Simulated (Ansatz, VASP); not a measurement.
**Two plane-wave programs on SiC**

File INCAR:

```
PREC = Accurate
ENCUT = 600
EDIFF = 1E-7
ISMEAR = 0
SIGMA = 0.01
LREAL = F
LASPH = T
NELM = 100
ALGO = Normal
ISIF = 3
LWAVE = F
LCHARG = F
GGA = CA
IBRION = 2
NSW = 80
EDIFFG = -0.002
```

KPOINTS

```
Automatic mesh
0
Gamma
  8 8 8
```

Contents of POSCAR:

```
SiC
1.0
    0.0000000000      2.1800000000      2.1800000000
    2.1800000000      0.0000000000      2.1800000000
    2.1800000000      2.1800000000      0.0000000000
Si C
1 1
Direct
    0.0000000000      0.0000000000      0.0000000000
    0.2500000000      0.2500000000      0.2500000000
```

Input for Ansatz:

```yaml
crystal:
  lattice:
    - [0.0, 2.18, 2.18]
    - [2.18, 0.0, 2.18]
    - [2.18, 2.18, 0.0]
  atoms:
    - { symbol: Si, position: [0.0, 0.0, 0.0] }
    - { symbol: C, position: [0.25, 0.25, 0.25] }
scf:
  occupations: { method: fixed }
output:
  forces: true
  stress: true
  eigenvalues: true
  write_density: true
  write_potential: true
  elf: true
  volumetric_format: npy
hamiltonian:
  xc: lda
kpoints:
  mp_grid: { grid: [8, 8, 8] }
basis:
  ecutwfc: 560
relax:
  f_tol: 0.002
  max_steps: 60
  cell: { stress_tol: 0.02 }
```

Alike in both runs: task relaxation of cell and atoms; functional LDA; k mesh 8 × 8 × 8; no spin polarisation.

```csv
,VASP,Ansatz
version,VASP 6.6.1,Ansatz 0.2.0
potentials or method,"VASP PAW LDA potentials, release 64 (Si, C)","scalar-relativistic, plane waves, PAW"
plane-wave cutoff (eV),600,560
occupations,"gaussian, width 0.01 eV",fixed
valence electrons in the cell,8,8
```

|  | VASP | Ansatz | Ansatz less VASP |
| --- | --- | --- | --- |
| gap on the k mesh at the Fermi level, each at its own relaxed structure (eV) | 1.29 | 1.30 | +0.011 |
| relaxed volume (Å³/atom) | 10.15 | 10.14 | -0.011 |
| relaxed cell length with the largest relative difference (Å) | 3.062 | 3.061 | -0.0011 |
| energy change over the relaxation (meV/atom) | -3 | -3 | -0.3 |

A k mesh can miss the band edges.
